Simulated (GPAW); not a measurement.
# GaSb (F-43m) in GPAW: a series of runs

The runs below take GaSb through relaxation of cell and atoms, with PBEsol.

All numbers are computed with GPAW 26.7.0; they aren't measurements. Logs are shortened: lines on timing, memory, paths and dates and some standing lists are left out, and cuts for length are marked. The log counts tension as positive stress, the text compression.

## 1. Starting point

It takes space group F-43m (No. 216, cubic). The conventional cell has a = 6.118 Å, b = 6.118 Å, c = 6.118 Å, α = 90.00°, β = 90.00°, γ = 90.00°. Sb (site symmetry -43m) has 4 Ga at 2.65 Å as nearest neighbours. Ga (site symmetry -43m) is surrounded by 4 Sb at 2.65 Å.

## 2. Relaxation of cell and atoms, PBEsol, target pressure 20 GPa, at which the enthalpy is minimised

Input file run.py:

```python
from ase import Atoms
from ase.filters import FrechetCellFilter
from ase.io import write
from ase.optimize import BFGS
from ase.units import GPa
from gpaw import GPAW, PW, setup_paths

setup_paths.insert(0, '.')

atoms = Atoms(['Sb', 'Ga'],
              cell=[[0.0, 3.059, 3.059],
                    [3.059, 0.0, 3.059],
                    [3.059, 3.059, 0.0]],
              scaled_positions=[[0.75, 0.75, 0.75],
                                [0.0, 0.0, 0.0]],
              pbc=True)

calc = GPAW(mode=PW(600),
            xc='PBEsol',
            kpts={'size': (8, 8, 8), 'gamma': True},
            occupations={'name': 'fermi-dirac', 'width': 0.05},
            nbands=18,
            convergence={'density': 1e-05, 'forces': 0.0001},
            maxiter=150,
            txt='gpaw.txt')
atoms.calc = calc
opt = BFGS(FrechetCellFilter(atoms, scalar_pressure=20 * GPa), trajectory='relax.traj', logfile='-')
done = opt.run(fmax=0.02, steps=60)
calc.write('gs.gpw')
write('result.traj', atoms)
print('Converged:', done)
print('Cell:', atoms.cell.cellpar().round(4))
print('Volume:', round(atoms.get_volume(), 4))
print(atoms.get_scaled_positions().round(5))
```

Potentials or basis: PAW data sets generated in the run's folder for this functional, pw.

Started as:

```
gpaw-setup -f PBEsol Ga Sb
OMP_NUM_THREADS=1 python run.py
```

gpaw.txt:

```text
__  _  _
 | _ |_)|_||  |
 |__||  | ||/\| - 26.7.0

Input parameters:
  mode=PW(ecut=600.0),
  convergence={'density': 1e-05, 'forces': 0.0001},
  kpts=MonkhorstPack(size=(8, 8, 8), gamma=True),
  maxiter=150,
  nbands=18,
  occupations=Occupations(name='fermi-dirac', width=0.05),
  xc=XC(name='PBEsol')

Diagonalizing LCAO Hamiltonian
Converting LCAO to pw mode

                     Sb

       Ga

Atoms  # Å, Bohr magnetons
|   | symbol |        x |        y |        z |    initial magnetic moments |
|---|--------|----------|----------|----------|-----------------------------|
| 0 |     Sb | 4.588500 | 4.588500 | 4.588500 | ( 0.0000,  0.0000,  0.0000) |
| 1 |     Ga | 0.000000 | 0.000000 | 0.000000 | ( 0.0000,  0.0000,  0.0000) |

Unit cell  # Å
| periodic |        x |        y |        z |  lengths |    angles |
|----------|----------|----------|----------|----------|-----------|
|      yes | 0.000000 | 3.059000 | 3.059000 | 4.326079 | 60.000000 |
|      yes | 3.059000 | 0.000000 | 3.059000 | 4.326079 | 60.000000 |
|      yes | 3.059000 | 3.059000 | 0.000000 | 4.326079 | 60.000000 |

Number of symmetries: 24
Symmetry operations  # r_c * U_cc + t_c -> r_c
|    | kind |            matrix            |
|----|------|------------------------------|
|  0 |  E   |  1, 0, 0,  0, 1, 0,  0, 0, 1 |
|  1 |  σ   |  1, 0, 0,  0, 0, 1,  0, 1, 0 |
|  2 |  σ   |  1, 0,-1,  0, 1,-1,  0, 0,-1 |
|  3 |  C3  |  1, 0,-1,  0, 0,-1,  0, 1,-1 |
|  4 |  C3  |  1,-1, 0,  0,-1, 1,  0,-1, 0 |
|  5 |  σ   |  1,-1, 0,  0,-1, 0,  0,-1, 1 |
|  6 |  σ   |  0, 1, 0,  1, 0, 0,  0, 0, 1 |
|  7 |  C3  |  0, 1, 0,  0, 0, 1,  1, 0, 0 |
|  8 |  C2  |  0, 1,-1,  1, 0,-1,  0, 0,-1 |
[... 188 lines left out ...]
|          4 |       -23.931 |     2.000 |
|          5 |        -6.732 |     2.000 |
|          6 |         4.736 |     1.588 |
|          7 |         4.736 |     1.588 |
[... 8 lines left out ...]
|         16 |        14.183 |     0.000 |
|         17 |        14.183 |     0.000 |

No gap
No difference between direct/indirect transitions

Stress tensor  # eV/Ang^3
|         x |         y |         z |
|-----------|-----------|-----------|
|  0.000833 | -0.000000 | -0.000000 |
| -0.000000 |  0.000833 | -0.000000 |
| -0.000000 | -0.000000 |  0.000833 |
[... 36 lines left out ...]
|  6 |  σ   |  0, 1, 0,  1, 0, 0,  0, 0, 1 |
|  7 |  C3  |  0, 1, 0,  0, 0, 1,  1, 0, 0 |
|  8 |  C2  |  0, 1,-1,  1, 0,-1,  0, 0,-1 |
[... 210 lines left out ...]
Stress tensor  # eV/Ang^3
|         x |         y |         z |
|-----------|-----------|-----------|
| -0.029113 |  0.000000 | -0.000000 |
|  0.000000 | -0.029113 |  0.000000 |
| -0.000000 |  0.000000 | -0.029113 |

Forces  # eV/Ang
|        x |        y |        z |
|----------|----------|----------|
|  0.00000 |  0.00000 |  0.00000 |  # Sb   0
| -0.00000 | -0.00000 | -0.00000 |  # Ga   1

Interpolating wave functions to new cell

                    Sb

       Ga

Atoms  # Å, Bohr magnetons
|   | symbol |         x |         y |         z |    initial magnetic moments |
|---|--------|-----------|-----------|-----------|-----------------------------|
| 0 |     Sb |  4.205532 |  4.205532 |  4.205532 | ( 0.0000,  0.0000,  0.0000) |
| 1 |     Ga | -0.000000 | -0.000000 | -0.000000 | ( 0.0000,  0.0000,  0.0000) |

Unit cell  # Å
| periodic |        x |         y |         z |  lengths |    angles |
|----------|----------|-----------|-----------|----------|-----------|
|      yes | 0.000000 |  2.803688 |  2.803688 | 3.965014 | 60.000000 |
|      yes | 2.803688 | -0.000000 |  2.803688 | 3.965014 | 60.000000 |
|      yes | 2.803688 |  2.803688 | -0.000000 | 3.965014 | 60.000000 |

Number of symmetries: 24
Symmetry operations  # r_c * U_cc + t_c -> r_c
|    | kind |            matrix            |
|----|------|------------------------------|
|  0 |  E   |  1, 0, 0,  0, 1, 0,  0, 0, 1 |
|  1 |  σ   |  1, 0, 0,  0, 0, 1,  0, 1, 0 |
|  2 |  σ   |  1, 0,-1,  0, 1,-1,  0, 0,-1 |
|  3 |  C3  |  1, 0,-1,  0, 0,-1,  0, 1,-1 |
|  4 |  C3  |  1,-1, 0,  0,-1, 1,  0,-1, 0 |
|  5 |  σ   |  1,-1, 0,  0,-1, 0,  0,-1, 1 |
|  6 |  σ   |  0, 1, 0,  1, 0, 0,  0, 0, 1 |
|  7 |  C3  |  0, 1, 0,  0, 0, 1,  1, 0, 0 |
|  8 |  C2  |  0, 1,-1,  1, 0,-1,  0, 0,-1 |
[... 230 lines left out ...]
Atoms  # Å, Bohr magnetons
|   | symbol |         x |         y |         z |    initial magnetic moments |
|---|--------|-----------|-----------|-----------|-----------------------------|
| 0 |     Sb |  4.261880 |  4.261880 |  4.261880 | ( 0.0000,  0.0000,  0.0000) |
| 1 |     Ga | -0.000000 | -0.000000 | -0.000000 | ( 0.0000,  0.0000,  0.0000) |

Unit cell  # Å
| periodic |        x |         y |        z |  lengths |    angles |
|----------|----------|-----------|----------|----------|-----------|
|      yes | 0.000000 |  2.841254 | 2.841254 | 4.018139 | 60.000000 |
|      yes | 2.841254 | -0.000000 | 2.841254 | 4.018139 | 60.000000 |
|      yes | 2.841254 |  2.841254 | 0.000000 | 4.018139 | 60.000000 |

Number of symmetries: 24
Symmetry operations  # r_c * U_cc + t_c -> r_c
|    | kind |            matrix            |
|----|------|------------------------------|
|  0 |  E   |  1, 0, 0,  0, 1, 0,  0, 0, 1 |
|  1 |  σ   |  1, 0, 0,  0, 0, 1,  0, 1, 0 |
|  2 |  σ   |  1, 0,-1,  0, 1,-1,  0, 0,-1 |
|  3 |  C3  |  1, 0,-1,  0, 0,-1,  0, 1,-1 |
|  4 |  C3  |  1,-1, 0,  0,-1, 1,  0,-1, 0 |
|  5 |  σ   |  1,-1, 0,  0,-1, 0,  0,-1, 1 |
|  6 |  σ   |  0, 1, 0,  1, 0, 0,  0, 0, 1 |
|  7 |  C3  |  0, 1, 0,  0, 0, 1,  1, 0, 0 |
|  8 |  C2  |  0, 1,-1,  1, 0,-1,  0, 0,-1 |
[... 229 lines left out ...]
Atoms  # Å, Bohr magnetons
|   | symbol |         x |         y |         z |    initial magnetic moments |
|---|--------|-----------|-----------|-----------|-----------------------------|
| 0 |     Sb |  4.255321 |  4.255321 |  4.255321 | ( 0.0000,  0.0000,  0.0000) |
| 1 |     Ga | -0.000000 | -0.000000 | -0.000000 | ( 0.0000,  0.0000,  0.0000) |

Unit cell  # Å
| periodic |        x |         y |        z |  lengths |    angles |
|----------|----------|-----------|----------|----------|-----------|
|      yes | 0.000000 |  2.836881 | 2.836881 | 4.011956 | 60.000000 |
|      yes | 2.836881 | -0.000000 | 2.836881 | 4.011956 | 60.000000 |
|      yes | 2.836881 |  2.836881 | 0.000000 | 4.011956 | 60.000000 |

Number of symmetries: 24
Symmetry operations  # r_c * U_cc + t_c -> r_c
|    | kind |            matrix            |
|----|------|------------------------------|
|  0 |  E   |  1, 0, 0,  0, 1, 0,  0, 0, 1 |
|  1 |  σ   |  1, 0, 0,  0, 0, 1,  0, 1, 0 |
|  2 |  σ   |  1, 0,-1,  0, 1,-1,  0, 0,-1 |
|  3 |  C3  |  1, 0,-1,  0, 0,-1,  0, 1,-1 |
|  4 |  C3  |  1,-1, 0,  0,-1, 1,  0,-1, 0 |
|  5 |  σ   |  1,-1, 0,  0,-1, 0,  0,-1, 1 |
|  6 |  σ   |  0, 1, 0,  1, 0, 0,  0, 0, 1 |
|  7 |  C3  |  0, 1, 0,  0, 0, 1,  1, 0, 0 |
|  8 |  C2  |  0, 1,-1,  1, 0,-1,  0, 0,-1 |
[... 215 lines left out ...]
Forces  # eV/Ang
|        x |        y |       z |
|----------|----------|---------|
|  0.00000 | -0.00000 | 0.00000 |  # Sb   0
| -0.00000 |  0.00000 | 0.00000 |  # Ga   1

# Writing to gs.gpw (mode='')
```

Run time: 2.7 min. Hardware: 1 thread of Intel Xeon at 2.50GHz (Skylake/Cascade Lake), shared host; peak memory 0.24 GiB.

Results:

| Item | Value |
| --- | --- |
| Free energy | -7.8634 eV |
| Relaxed volume | 22.83 Å³/atom |
| Relaxed cell | a = 4.012 Å, b = 4.012 Å, c = 4.012 Å, α = 60.00°, β = 60.00°, γ = 60.00° |
| Space group after relaxing (to 0.05 Å) | F-43m (No. 216) |
| Energy change on relaxing (the enthalpy is what falls) | +288.8 meV/atom |
| Ionic steps | 5 |
| Pressure after relaxing | 20.0 GPa |
| Band gap on the k mesh | 0.45 eV, indirect (least direct gap 1.80 eV) |

Step by step:
```
step  energy change (eV)  largest force (eV/Å)  pressure (GPa)  volume (Å³)
   1              0.0000                0.0000           -0.13        57.25
   2              0.0554                0.0000            4.66        53.00
   3              0.8000                0.0000           25.10        44.08
   4              0.5516                0.0000           19.36        45.87
   5              0.5776                0.0000           19.98        45.66
```

Final structure:
```
Sb Ga
1.0
     0.00000    2.83688    2.83688
     2.83688    0.00000    2.83688
     2.83688    2.83688    0.00000
Sb Ga
1 1
Direct
  0.75000 0.75000 0.75000
  0.00000 0.00000 0.00000
```

Levels at points of the mesh, in eV from the valence-band top:
```csv
k point,band 6,band 7,band 8,band 9,band 10,band 11,band 12,band 13
"(0.00, 0.00, 0.00)",-13.29,0.00,0.00,0.00,1.80,2.71,2.71,2.71
"(0.50, 0.50, 0.00)",-9.96,-7.96,-3.48,-3.48,0.52,0.67,10.32,10.32
"(0.50, 0.50, 0.50)",-11.11,-7.70,-1.57,-1.57,0.94,3.70,3.70,6.09
```

Caveat: later steps reuse the first step's grids; the volume moved by over 15 % at a fixed basis, so the end points are rough; spin-orbit coupling is left out, which moves the levels of the heavy elements. A hybrid or GW would open this gap; PBEsol tends to underestimate it.

## 3. Relaxation of cell and atoms, PBEsol, target pressure 30 GPa, at which the enthalpy is minimised

run.py: that of step 2 with these lines changed.

```diff
@@ -26,3 +26,3 @@
 atoms.calc = calc
-opt = BFGS(FrechetCellFilter(atoms, scalar_pressure=20 * GPa), trajectory='relax.traj', logfile='-')
+opt = BFGS(FrechetCellFilter(atoms, scalar_pressure=30 * GPa), trajectory='relax.traj', logfile='-')
 done = opt.run(fmax=0.02, steps=60)
```

Potentials or basis: PAW data sets generated in the run's folder for this functional, pw.

Started as:

```
gpaw-setup -f PBEsol Ga Sb
OMP_NUM_THREADS=1 python run.py
```

gpaw.txt:

```text
__  _  _
 | _ |_)|_||  |
 |__||  | ||/\| - 26.7.0

Input parameters:
  mode=PW(ecut=600.0),
  convergence={'density': 1e-05, 'forces': 0.0001},
  kpts=MonkhorstPack(size=(8, 8, 8), gamma=True),
  maxiter=150,
  nbands=18,
  occupations=Occupations(name='fermi-dirac', width=0.05),
  xc=XC(name='PBEsol')

Diagonalizing LCAO Hamiltonian
Converting LCAO to pw mode

                     Sb

       Ga

Atoms  # Å, Bohr magnetons
|   | symbol |        x |        y |        z |    initial magnetic moments |
|---|--------|----------|----------|----------|-----------------------------|
| 0 |     Sb | 4.588500 | 4.588500 | 4.588500 | ( 0.0000,  0.0000,  0.0000) |
| 1 |     Ga | 0.000000 | 0.000000 | 0.000000 | ( 0.0000,  0.0000,  0.0000) |

Unit cell  # Å
| periodic |        x |        y |        z |  lengths |    angles |
|----------|----------|----------|----------|----------|-----------|
|      yes | 0.000000 | 3.059000 | 3.059000 | 4.326079 | 60.000000 |
|      yes | 3.059000 | 0.000000 | 3.059000 | 4.326079 | 60.000000 |
|      yes | 3.059000 | 3.059000 | 0.000000 | 4.326079 | 60.000000 |

Number of symmetries: 24
[... 751 lines left out ...]
| 0 |     Sb |  4.172496 |  4.172496 | 4.172496 | ( 0.0000,  0.0000,  0.0000) |
| 1 |     Ga | -0.000000 | -0.000000 | 0.000000 | ( 0.0000,  0.0000,  0.0000) |

Unit cell  # Å
| periodic |        x |        y |         z |  lengths |    angles |
|----------|----------|----------|-----------|----------|-----------|
|      yes | 0.000000 | 2.781664 |  2.781664 | 3.933867 | 60.000000 |
|      yes | 2.781664 | 0.000000 |  2.781664 | 3.933867 | 60.000000 |
|      yes | 2.781664 | 2.781664 | -0.000000 | 3.933867 | 60.000000 |

Number of symmetries: 24
Symmetry operations  # r_c * U_cc + t_c -> r_c
|    | kind |            matrix            |
|----|------|------------------------------|
|  0 |  E   |  1, 0, 0,  0, 1, 0,  0, 0, 1 |
|  1 |  σ   |  1, 0, 0,  0, 0, 1,  0, 1, 0 |
|  2 |  σ   |  1, 0,-1,  0, 1,-1,  0, 0,-1 |
|  3 |  C3  |  1, 0,-1,  0, 0,-1,  0, 1,-1 |
|  4 |  C3  |  1,-1, 0,  0,-1, 1,  0,-1, 0 |
|  5 |  σ   |  1,-1, 0,  0,-1, 0,  0,-1, 1 |
|  6 |  σ   |  0, 1, 0,  1, 0, 0,  0, 0, 1 |
|  7 |  C3  |  0, 1, 0,  0, 0, 1,  1, 0, 0 |
|  8 |  C2  |  0, 1,-1,  1, 0,-1,  0, 0,-1 |
[... 227 lines left out ...]
       Ga

Atoms  # Å, Bohr magnetons
|   | symbol |         x |         y |        z |    initial magnetic moments |
|---|--------|-----------|-----------|----------|-----------------------------|
| 0 |     Sb |  4.163928 |  4.163928 | 4.163928 | ( 0.0000,  0.0000,  0.0000) |
| 1 |     Ga | -0.000000 | -0.000000 | 0.000000 | ( 0.0000,  0.0000,  0.0000) |

Unit cell  # Å
| periodic |        x |        y |        z |  lengths |    angles |
|----------|----------|----------|----------|----------|-----------|
|      yes | 0.000000 | 2.775952 | 2.775952 | 3.925789 | 60.000000 |
|      yes | 2.775952 | 0.000000 | 2.775952 | 3.925789 | 60.000000 |
|      yes | 2.775952 | 2.775952 | 0.000000 | 3.925789 | 60.000000 |

Number of symmetries: 24
Symmetry operations  # r_c * U_cc + t_c -> r_c
|    | kind |            matrix            |
|----|------|------------------------------|
|  0 |  E   |  1, 0, 0,  0, 1, 0,  0, 0, 1 |
|  1 |  σ   |  1, 0, 0,  0, 0, 1,  0, 1, 0 |
|  2 |  σ   |  1, 0,-1,  0, 1,-1,  0, 0,-1 |
|  3 |  C3  |  1, 0,-1,  0, 0,-1,  0, 1,-1 |
|  4 |  C3  |  1,-1, 0,  0,-1, 1,  0,-1, 0 |
|  5 |  σ   |  1,-1, 0,  0,-1, 0,  0,-1, 1 |
|  6 |  σ   |  0, 1, 0,  1, 0, 0,  0, 0, 1 |
|  7 |  C3  |  0, 1, 0,  0, 0, 1,  1, 0, 0 |
|  8 |  C2  |  0, 1,-1,  1, 0,-1,  0, 0,-1 |
[... 215 lines left out ...]
Forces  # eV/Ang
|        x |        y |       z |
|----------|----------|---------|
| -0.00000 |  0.00000 | 0.00000 |  # Sb   0
|  0.00000 | -0.00000 | 0.00000 |  # Ga   1

# Writing to gs.gpw (mode='')
```

Wall time 2.4 min (1 thread of Intel Xeon at 2.50GHz (Skylake/Cascade Lake), shared host); peak memory 0.23 GiB.

Results:

| Item | Value |
| --- | --- |
| Free energy | -7.4187 eV |
| Relaxed volume | 21.39 Å³/atom |
| Relaxed cell | a = 3.926 Å, b = 3.926 Å, c = 3.926 Å, α = 60.00°, β = 60.00°, γ = 60.00° |
| Space group after relaxing (to 0.05 Å) | F-43m (No. 216) |
| Energy change on relaxing (the enthalpy is what falls) | +511.2 meV/atom |
| Ionic steps | 5 |
| Pressure after relaxing | 30.0 GPa |
| Band gap on the k mesh | 0.29 eV, indirect (least direct gap 2.34 eV) |

The path:
```csv
step,energy change (eV),largest force (eV/Å),pressure (GPa),volume (Å³)
1,0.0000,0.0000,-0.13,57.25
2,0.1322,0.0000,7.76,51.01
3,1.4290,0.0000,38.47,40.87
4,0.9737,0.0000,28.91,43.05
5,1.0224,0.0000,29.96,42.78
```

Final structure:
```cif
data_structure
_symmetry_space_group_name_H-M 'P 1'
_symmetry_Int_Tables_number 1
_cell_length_a 3.9258
_cell_length_b 3.9258
_cell_length_c 3.9258
_cell_angle_alpha 60.000
_cell_angle_beta 60.000
_cell_angle_gamma 60.000
_cell_volume 42.78
loop_
_atom_site_label
_atom_site_type_symbol
_atom_site_fract_x
_atom_site_fract_y
_atom_site_fract_z
_atom_site_occupancy
Sb1 Sb 0.75000 0.75000 0.75000 1
Ga1 Ga 0.00000 0.00000 0.00000 1
```

Caveat: later steps reuse the first step's grids; the volume moved by over 15 % at a fixed basis, so the end points are rough; spin-orbit coupling is left out, which moves the levels of the heavy elements. A hybrid or GW would open this gap; PBEsol tends to underestimate it.
